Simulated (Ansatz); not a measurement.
# C: from a guess to a relaxed structure, part 2 of 2

Where does this trial cell of C go when cell and atoms are let free?

Ansatz 0.2.0; DFT PBE, scalar-relativistic, plane waves, PAW. Earlier steps stand in the parts before.

## Step 5: Spin check on a coarse mesh

input.yaml

```yaml
crystal:
  lattice:
    - [1.7431855643, 0.0, 0.0]
    - [0.0, 1.7431855643, 0.0]
    - [0.0, 0.0, 1.8582339952]
  atoms:
    - { symbol: C, position: [0.5, 0.5, 0.0], spin: 1.0 }
basis:
  ecutwfc: 420
kpoints:
  mp_grid: { grid: [10, 10, 10] }
hamiltonian:
  xc: pbe
scf:
  occupations: { method: gaussian, width: 0.1 }
  lower_state_search: "off"
output:
  forces: true
  stress: true
  eigenvalues: true
  populations: true
magnetization:
  spin_polarized: true
```

Started as:

```sh
$ ansatz run input.yaml --threads 1 --pin off --max-ram 2560MiB --backend cpu --events-out ev --progress --plain --runs-dir out
```

The program printed, shortened:

```text
[...]
SCF converged after 13 iterations
Magnetization: 0.0000 μB (2.0000 up, 2.0000 down)
Absolute magnetization: 0.0000 μB (∫|ρ↑−ρ↓|, with the PAW one-centre terms)
Spin contamination: 0.0000 ħ² per cell (⟨S²⟩ above its minimum at these occupations)
Per-site moments (μB) at R_I (Å): [(1.3615039928385751e-8, 0.71906404527375)]
Free energy (F): -248.211811 eV
[...]
E sigma→0 (E₀):  -248.211280 eV
Entropy (-TS):   -0.001061 eV (-1.061 meV/atom)
Fermi energy:    14.069153 eV
[...]
--- Forces (eV/Å), atoms counted from 1 ---
  atom   1  C      0.00000000     0.00000000     0.00000000
[...]
--- Stress (GPa, compression-positive) ---
       -0.295323       0.000000       0.000000
        0.000000      -0.295323       0.000000
        0.000000       0.000000      -0.151846
  P = ⅓ Tr σ = -0.2475 GPa (-2.475 kbar)
--- Band table (eV; the first three rows and the last of 252) ---
  k-point 0 ↑: bands = ["-7.6821", "21.1354", "24.7090", "24.7090", "37.2607", "41.1723", "46.1026"]
[...]
--- Löwdin populations: 1 site ---
  site symbol       q [e]    m [muB]
     0      C      3.9861     0.0000
  spilling = 0.003484 (of n_electrons = 4.000000)
```

Run time: 4.5 s. Hardware: 1 thread of Intel Xeon at 2.50GHz (Skylake/Cascade Lake), shared host; peak memory 0.26 GiB.

Per atom:

```tsv
atom	Löwdin electrons
C1	3.99
```

The same cell is solved with trial moments on C. The largest site moment that stays is 0.00 μB and the cell's total 0.00 μB. The workflow keeps spin only above 0.25 μB on a site, so the next run goes without spin.

## Step 6: Final relaxation

The end of the coarse run is made exact in the group found at a tolerance of 0.06 Å and reduced to its primitive cell.

input.yaml

```yaml
crystal:
  lattice:
    - [1.7431855643, 0.0, 0.0]
    - [0.0, 1.7431855643, 0.0]
    - [0.0, 0.0, 1.8582339952]
  atoms:
    - { symbol: C, position: [0.5, 0.5, 0.0] }
basis:
  ecutwfc: 420
kpoints:
  mp_grid: { grid: [32, 32, 30] }
hamiltonian:
  xc: pbe
scf:
  occupations: { method: gaussian, width: 0.1 }
output:
  forces: true
  stress: true
  eigenvalues: true
relax:
  adjacent_minimum: "off"
  f_tol: 0.01
  max_steps: 80
  cell: { stress_tol: 0.05 }
```

Started as:

```sh
$ ansatz run input.yaml --threads 1 --pin off --max-ram 2560MiB --backend cpu --events-out ev --progress --plain --runs-dir out
```

The program printed:

```text
Warning: RAYON_NUM_THREADS=1 ignored (pool sized by the plan → 1); use --threads N
Engine: ansatz 0.2.0, x86_64-unknown-linux-gnu
Pseudopotentials: kind: paw
Pseudopotential: C, paw, valence charge 4, recommended cutoff 420 eV (normal), C.paw.azcp
Functional definition: PBE
  parameter kappa = 0.804
  parameter beta = 0.06672455060314922
  exchange = pbe_x(kappa = kappa, mu = beta*pi^2/3)
  correlation = pbe_c(beta = beta)
Crystal: 1 atoms, lattice volume = 5.647 Å³
Basis set: ecut = 420 eV, 95 PW (Γ), exchange–correlation on 24×24×30 points (8 copies of the dense FFT grid, shifted against one another)
Bands: 6, of which v1, the nominal top of the filled ones, is band 2 counted from 1 (1 counted from 0)
Symmetry: 16 space group operations
Space group: P4/mmm (ITA 123), of the structure as read, at distance tolerance 1.8e-5 Å
k-points: 2448 of 30720
Non-local potential: C, projectors of the file, l = 0: 2, l = 1: 2, l = 2: 1
PAW form: soft (Blöchl's): semilocal exchange-correlation on the pseudo side does not see the compensation charge
PAW one-centre angular grid: C, 110 points (default); XC on 64 Gauss nodes
Initial density: superposition of atomic densities (neutral atoms: chi_scale 0, normalization atom), corrected by the library's trained network
Initial wavefunctions: pseudopotential atomic-orbital guess
Functional: x = pbe(κ = 0.804, μ = 0.2195149727645171), c = pbe(β = 0.06672455060314922)
SCF iter   1: F=—  HF=-248.181403 eV  |F-HF|=—  |Δ(HF+E_count)|=         —  Δρ=8.33e-3  dr2=1.28e-3  ethr=1.77e-3  ⟨swp⟩=5.0  Hψ=115157  notcnv=0
preconditioner: auto → none  [metal: Δε(μ)=0.008 eV  Ē_g=25.410 eV  σ=0.100 eV  W_gap=0.05  n_scr=0 (ndim 8)  ℏωp=31.3 eV  f_vac=0.000  D(μ)=0.34/eV (n_scr^D=0)]
SCF iter   2: F=—  HF=-248.181448 eV  |F-HF|=—  |Δ(HF+E_count)|=   4.50e-5  Δρ=3.78e-3  dr2=2.22e-4  ethr=3.19e-5  ⟨swp⟩=1.0  Hψ=34272  notcnv=0
SCF iter   3: F=—  HF=-248.181561 eV  |F-HF|=—  |Δ(HF+E_count)|=   1.12e-4  Δρ=3.95e-4  dr2=1.88e-6  ethr=5.55e-6  ⟨swp⟩=1.7  Hψ=16856  notcnv=0
SCF iter   4: F=—  HF=-248.181557 eV  |F-HF|=—  |Δ(HF+E_count)|=   3.54e-6  Δρ=2.38e-5  dr2=1.19e-8  ethr=4.70e-8  ⟨swp⟩=1.9  Hψ=18526  notcnv=0
iter 5 did not close the SCF: its close was put off for the readings that it lacked (scf_convergence_deferred on its scf_iter line)
SCF iter   5: F=-248.181557 eV  HF=-248.181557 eV  |F-HF|=8.13e-12  |Δ(HF+E_count)|=   1.91e-9  Δρ=6.11e-7  dr2=8.05e-12  ethr=2.98e-10  ⟨swp⟩=2.0  Hψ=19161  notcnv=0
SCF iter   6: F=-248.181557 eV  HF=-248.181557 eV  |F-HF|=8.53e-14  |Δ(HF+E_count)|=  8.04e-12  Δρ=1.20e-7  dr2=5.34e-13  ethr=1.00e-12  ⟨swp⟩=1.2  Hψ=39225  notcnv=0
SCF 1 converged in 6 iterations: F = -248.181557 eV  dr2 = 5.34e-13
relax step   1: F+E_penalty+E_count = -248.18155711 eV  Δ(F+E_penalty+E_count) = +0.000e0 eV  max|allowed force component| = 0.000e0 eV/Å  Δτ_max = 0.0000 Å  P = -1.794 GPa  Ω = 5.647 Å³  (6 SCF iters, dr2 threshold 1.00e-7 eV, accepted)
Crystal: 1 atoms, lattice volume = 5.636 Å³
Initial density: handed on by an earlier stage of this run
Initial wavefunctions: those handed on with the density
iter 1 solved again at ethr=2.43e-6 eV; its pass at ethr=3.10e-3 eV (dr2=9.72e-5 eV) is discarded
SCF iter   1: F=—  HF=-248.183189 eV  |F-HF|=—  |Δ(HF+E_count)|=         —  Δρ=1.86e-3  dr2=1.03e-4  ethr=2.43e-6  ⟨swp⟩=1.6  Hψ=134671  notcnv=0
preconditioner: auto → none  [metal: Δε(μ)=0.003 eV  Ē_g=25.452 eV  σ=0.100 eV  W_gap=0.02  n_scr=0 (ndim 8)  ℏωp=31.3 eV  f_vac=0.000  D(μ)=0.33/eV (n_scr^D=0)]
SCF iter   2: F=—  HF=-248.183157 eV  |F-HF|=—  |Δ(HF+E_count)|=   3.15e-5  Δρ=7.05e-4  dr2=1.37e-5  ethr=2.43e-6  ⟨swp⟩=1.0  Hψ=14688  notcnv=0
SCF iter   3: F=-248.183147 eV  HF=-248.183147 eV  |F-HF|=1.94e-8  |Δ(HF+E_count)|=   1.03e-5  Δρ=3.87e-5  dr2=2.89e-8  ethr=2.50e-9  ⟨swp⟩=3.3  Hψ=51961  notcnv=0
the search or the solves at the SCF's close seem to have found levels that the self-consistency loop had missed (the run counts 1). By its estimate they hold under 1e-12 electrons; where the run keeps them, the occupations were computed again with them
SCF 2 converged in 3 iterations: F = -248.183147 eV  dr2 = 2.89e-8
relax step   2: F+E_penalty+E_count = -248.18314718 eV  Δ(F+E_penalty+E_count) = -1.590e-3 eV  max|allowed force component| = 0.000e0 eV/Å  Δτ_max = 0.0000 Å  P = -1.032 GPa  Ω = 5.636 Å³  energy of the carried Pulay correction = +1.012e-4 eV  (3 SCF iters, dr2 threshold 1.00e-7 eV, accepted)
Crystal: 1 atoms, lattice volume = 5.595 Å³
iter 1 solved again at ethr=3.58e-5 eV; its pass at ethr=3.10e-3 eV (dr2=1.43e-3 eV) is discarded
SCF iter   1: F=—  HF=-248.194044 eV  |F-HF|=—  |Δ(HF+E_count)|=         —  Δρ=7.13e-3  dr2=1.50e-3  ethr=3.58e-5  ⟨swp⟩=1.0  Hψ=141138  notcnv=0
preconditioner: auto → none  [metal: Δε(μ)=0.007 eV  Ē_g=25.624 eV  σ=0.100 eV  W_gap=0.04  n_scr=0 (ndim 8)  ℏωp=31.4 eV  f_vac=0.000  D(μ)=0.22/eV (n_scr^D=0)]
SCF iter   2: F=—  HF=-248.193587 eV  |F-HF|=—  |Δ(HF+E_count)|=   4.57e-4  Δρ=2.77e-3  dr2=2.08e-4  ethr=3.58e-5  ⟨swp⟩=1.0  Hψ=14688  notcnv=0
SCF iter   3: F=—  HF=-248.193527 eV  |F-HF|=—  |Δ(HF+E_count)|=   6.06e-5  Δρ=1.65e-4  dr2=5.04e-7  ethr=5.19e-6  ⟨swp⟩=1.3  Hψ=15557  notcnv=0
SCF iter   4: F=—  HF=-248.193521 eV  |F-HF|=—  |Δ(HF+E_count)|=   6.23e-6  Δρ=8.45e-6  dr2=1.66e-9  ethr=2.50e-9  ⟨swp⟩=4.9  Hψ=75508  notcnv=0
SCF iter   5: F=-248.193521 eV  HF=-248.193521 eV  |F-HF|=6.93e-12  |Δ(HF+E_count)|=   1.11e-9  Δρ=5.97e-7  dr2=6.71e-12  ethr=4.16e-11  ⟨swp⟩=1.2  Hψ=41465  notcnv=0
SCF 3 converged in 5 iterations: F = -248.193521 eV  dr2 = 6.71e-12
relax step   3: F+E_penalty+E_count = -248.19352057 eV  Δ(F+E_penalty+E_count) = -1.037e-2 eV  max|allowed force component| = 0.000e0 eV/Å  Δτ_max = 0.0000 Å  P = +1.642 GPa  Ω = 5.595 Å³  energy of the carried Pulay correction = +5.217e-4 eV  (5 SCF iters, dr2 threshold 1.00e-7 eV, accepted)
[... from here on, the SCF cycles and remarks between the steps are left out ...]
relax step   4: F+E_penalty+E_count = -248.20407234 eV  Δ(F+E_penalty+E_count) = -1.055e-2 eV  max|allowed force component| = 0.000e0 eV/Å  Δτ_max = 0.0000 Å  P = +17.199 GPa  Ω = 5.482 Å³  energy of the carried Pulay correction = +1.745e-3 eV  (5 SCF iters, dr2 threshold 1.00e-7 eV, accepted)
relax step   5: F+E_penalty+E_count = -248.21424585 eV  Δ(F+E_penalty+E_count) = -1.017e-2 eV  max|allowed force component| = 0.000e0 eV/Å  Δτ_max = 0.0000 Å  P = -3.987 GPa  Ω = 5.822 Å³  energy of the carried Pulay correction = -4.524e-4 eV  (5 SCF iters, dr2 threshold 1.00e-7 eV, accepted)
relax step   6: F+E_penalty+E_count = -248.21549647 eV  Δ(F+E_penalty+E_count) = -1.251e-3 eV  max|allowed force component| = 0.000e0 eV/Å  Δτ_max = 0.0000 Å  P = -0.286 GPa  Ω = 5.762 Å³  energy of the carried Pulay correction = -5.262e-5 eV  (4 SCF iters, dr2 threshold 1.00e-7 eV, accepted)
relax step   7: F+E_penalty+E_count = -248.21554073 eV  Δ(F+E_penalty+E_count) = -4.426e-5 eV  max|allowed force component| = 0.000e0 eV/Å  Δτ_max = 0.0000 Å  P = +0.002 GPa  Ω = 5.755 Å³  energy of the carried Pulay correction = -1.246e-5 eV  (3 SCF iters, dr2 threshold 1.00e-7 eV, accepted)
relax step   8: F+E_penalty+E_count = -248.21553645 eV  Δ(F+E_penalty+E_count) = +4.274e-6 eV  max|allowed force component| = 0.000e0 eV/Å  Δτ_max = 0.0000 Å  P = -0.002 GPa  Ω = 5.756 Å³  energy of the carried Pulay correction = -1.757e-5 eV  (2 SCF iters, dr2 threshold 2.19e-8 eV, accepted)
relax step   9: F+E_penalty+E_count = -248.21689397 eV  Δ(F+E_penalty+E_count) = -1.358e-3 eV  max|allowed force component| = 0.000e0 eV/Å  Δτ_max = 0.0000 Å  P = +0.164 GPa  Ω = 5.756 Å³  stress off target by 9.65e-1 GPa  SCF on the basis re-selected at this cell (its energy is not comparable with the rows above)  (4 SCF iters)
relax step  10: F+E_penalty+E_count = -248.21692315 eV  Δ(F+E_penalty+E_count) = -2.917e-5 eV  max|allowed force component| = 0.000e0 eV/Å  Δτ_max = 0.0000 Å  P = +0.043 GPa  Ω = 5.771 Å³  energy of the carried Pulay correction = -5.501e-5 eV  (3 SCF iters, dr2 threshold 1.00e-7 eV, accepted)
relax step  11: F+E_penalty+E_count = -248.21691431 eV  Δ(F+E_penalty+E_count) = +8.833e-6 eV  max|allowed force component| = 0.000e0 eV/Å  Δτ_max = 0.0000 Å  P = +0.001 GPa  Ω = 5.773 Å³  energy of the carried Pulay correction = -6.582e-5 eV  (3 SCF iters, dr2 threshold 4.74e-8 eV, accepted)
relax step  12: F+E_penalty+E_count = -248.21698609 eV  Δ(F+E_penalty+E_count) = -7.177e-5 eV  max|allowed force component| = 0.000e0 eV/Å  Δτ_max = 0.0000 Å  P = +0.008 GPa  Ω = 5.773 Å³  stress off target by 8.02e-2 GPa  SCF on the basis re-selected at this cell (its energy is not comparable with the rows above)  (3 SCF iters)
relax step  13: F+E_penalty+E_count = -248.21698024 eV  Δ(F+E_penalty+E_count) = +5.843e-6 eV  max|allowed force component| = 0.000e0 eV/Å  Δτ_max = 0.0000 Å  P = -0.003 GPa  Ω = 5.775 Å³  energy of the carried Pulay correction = -6.785e-6 eV  (3 SCF iters, dr2 threshold 1.61e-8 eV, accepted)
iter 1 solved again at ethr=8.73e-8 eV; its pass at ethr=3.10e-3 eV (dr2=3.49e-6 eV) is discarded
SCF iter   1: F=—  HF=-248.216987 eV  |F-HF|=—  |Δ(HF+E_count)|=         —  Δρ=3.62e-6  dr2=1.84e-10  ethr=8.73e-8  ⟨swp⟩=2.0  Hψ=154594  notcnv=0
eigensolver tolerance schedule: the retry pair's looser diagonalisation over-reported the residual by 18939.46 of it (diagonalisation noise at 1.14 of the residual, at the tolerance the schedule requests for it); recorded, not acted on — ethr = c·dr2/N_el stays at c = 1.0e-1
SCF iter   2: F=—  HF=-248.216987 eV  |F-HF|=—  |Δ(HF+E_count)|=   5.10e-7  Δρ=1.78e-6  dr2=4.50e-11  ethr=4.61e-12  ⟨swp⟩=2.1  Hψ=19861  notcnv=0
SCF iter   3: F=-248.216987 eV  HF=-248.216987 eV  |F-HF|=3.98e-13  |Δ(HF+E_count)|=  8.01e-11  Δρ=2.23e-7  dr2=1.28e-12  ethr=1.00e-12  ⟨swp⟩=3.2  Hψ=50013  notcnv=0
SCF 14 converged in 3 iterations: F = -248.216987 eV  dr2 = 1.28e-12
relax step  14: F+E_penalty+E_count = -248.21698725 eV  Δ(F+E_penalty+E_count) = -7.002e-6 eV  max|allowed force component| = 0.000e0 eV/Å  Δτ_max = 0.0000 Å  P = -0.003 GPa  Ω = 5.775 Å³  stress off target by 1.23e-2 GPa  SCF on the basis re-selected at this cell (its energy is not comparable with the rows above)  (3 SCF iters)
basis re-selected at this cell: Δ(F+E_penalty+E_count) = -7.002e-6 eV, ΔP = +0.000 GPa vs the last step (what re-selecting the basis moved, of the pressure what is left beyond the Pulay correction that the steps carried, after the strain that the cell walked since its last selection, with what the two solves' SCF thresholds leave and, on support functions, any second-order correction that the steps lacked; it is no measure of the basis error at this ecutwfc). This SCF's stress stands 1.23e-2 GPa from its target on what of the cell is left free (relax.cell.stress_tol is 5.00e-2 GPa) and its largest allowed force component is 0.00e0 eV/Å (relax.f_tol is 1.00e-2 eV/Å): within both
SCF converged after 3 iterations
Free energy (F): -248.216987 eV
Harris-Foulkes:  -248.216987 eV  (|F-HF|=3.98e-13)
Internal energy: -248.215968 eV  (E = F + TS)
E sigma→0 (E₀):  -248.216478 eV
Entropy (-TS):   -0.001019 eV (-1.019 meV/atom)
Fermi energy:    13.765388 eV
--- Per-component energies (eV) ---
  E_band       = 20.648294
  E_kinetic    = 87.021336
  E_local      = -43.463335  (includes V_loc(G=0)·N_el)
  E_nonlocal   = 26.942379
  E_hartree    = 7.472872
  E_xc         = -47.723895
  E_vxc        = -59.216165  (∫ρ·V_xc dr)
  E_paw        = -98.369526  (= ΣΔE_a)
  E_vpaw       = -5.581675  (= ΣTr[D̂ρ^β])
  E_aug_tail   = 0.000005  (compensation charges beyond the density's cutoff)
  E_ewald      = -180.095805
  E_smearing   = -0.001019  (= −TS)
  E_closure    = -0.000000  (closes the sum)
  Σ components = -248.216987   (vs F -248.216987, Δ=0.00e0)
--- Forces (eV/Å), atoms counted from 1 ---
  atom   1  C     -0.00000000    -0.00000000    -0.00000000
  max |Σ_I F_I| component: 6.71e-30 eV/Å
--- Stress (GPa, compression-positive) ---
       -0.010072      -0.000000      -0.000000
       -0.000000      -0.010072       0.000000
       -0.000000       0.000000       0.012289
  P = ⅓ Tr σ = -0.0026 GPa (-0.026 kbar)
--- Band table (eV; the first three rows and the last of 2448) ---
  k-point 0: bands = ["-7.9531", "16.7259", "26.1639", "26.1639", "31.3988", "43.2732"]
  k-point 1: bands = ["-7.9203", "16.4882", "26.1782", "26.1782", "31.6785", "43.3057"]
  k-point 2: bands = ["-7.8220", "15.8273", "26.2238", "26.2238", "32.4641", "43.4046"]
  k-point 2447: bands = ["11.4769", "11.4769", "16.2615", "22.1873", "29.6855", "32.6077"]
--- Relaxed structure (11 steps of the walk, 11 accepted, 3 SCFs on fresh bases) ---
  F+E_penalty+E_count = -248.21698725 eV   max|allowed force component| = 0.000e0 eV/Å   (the final SCF, on the basis selected at the relaxed cell)
  cell:  # Å, volume = 5.7751 Å³
    - [1.6887588394036095, 1.0163126860480144e-34, 0.0]
    - [1.0163126860480144e-34, 1.6887588394036095, 0.0]
    - [0.0, 0.0, 2.024993993377356]
  atoms:
    - { symbol: C, position: [0.49999999999999994, 0.49999999999999994, 0.0] }
```

It took 6.4 min on 1 thread of Intel Xeon at 2.50GHz (Skylake/Cascade Lake), shared host; peak memory 0.49 GiB.

Step by step:

```
step  energy from step 1 (eV/cell)  largest force component (eV/Å)  pressure (GPa)  volume (Å³)
   1                        0.0000                          0.0000           -1.79         5.65
   2                       -0.0016                          0.0000           -1.03         5.64
   3                       -0.0120                          0.0000            1.64         5.59
   4                       -0.0225                          0.0000           17.20         5.48
   5                       -0.0327                          0.0000           -3.99         5.82
   6                       -0.0339                          0.0000           -0.29         5.76
   7                       -0.0340                          0.0000            0.00         5.75
   8                       -0.0340                          0.0000            0.00         5.76
   9                       -0.0353                          0.0000            0.16         5.76
  10                       -0.0354                          0.0000            0.04         5.77
  11                       -0.0354                          0.0000            0.00         5.77
  12                       -0.0354                          0.0000            0.01         5.77
  13                       -0.0354                          0.0000            0.00         5.78
  14                       -0.0354                          0.0000            0.00         5.78
```

Step 1 is the start. Steps 9, 12, 14 each repeat the geometry before them on a plane-wave basis chosen anew, so the energy can jump there without any move.

|  | before | after | change |
| --- | --- | --- | --- |
| a (Å) | 1.743 | 1.689 | -3.1 % |
| b (Å) | 1.743 | 1.689 | -3.1 % |
| c (Å) | 1.858 | 2.025 | +9.0 % |
| volume (Å³/atom) | 5.65 | 5.78 | +2.3 % |
| shortest distance (Å) | 1.743 | 1.689 | -3.1 % |
| space group (0.01 Å) | P4/mmm | P4/mmm | same |

Forces and stress were held to the start's 16 operations: a distortion of lower symmetry was not tested.

## Step 7: Summary of results

What follows sums up all 2 parts. Changes of volume or cell count from the first structure of part 1.

```
                              quantity                                                                      value
symmetry at the end (tolerance 0.05 Å)                                               space group P4/mmm (No. 123)
                     conventional cell  a = 1.689 Å, b = 1.689 Å, c = 2.025 Å, α = 90.00°, β = 90.00°, γ = 90.00°
                                volume                                                               5.78 Å³/atom
        energy over the standard state                                                              +2.73 eV/atom
                       gap on the mesh                                                               none (metal)
```

**Reading.** The space group P4/mmm (No. 123) is kept, and the volume per atom shrinks by 3.8 % from the first guess. It lies above the element's standard state, so it is metastable at best. No finished test with a distortion of lower symmetry is shown, so the end may be a saddle point. Other magnetic orders were not searched.
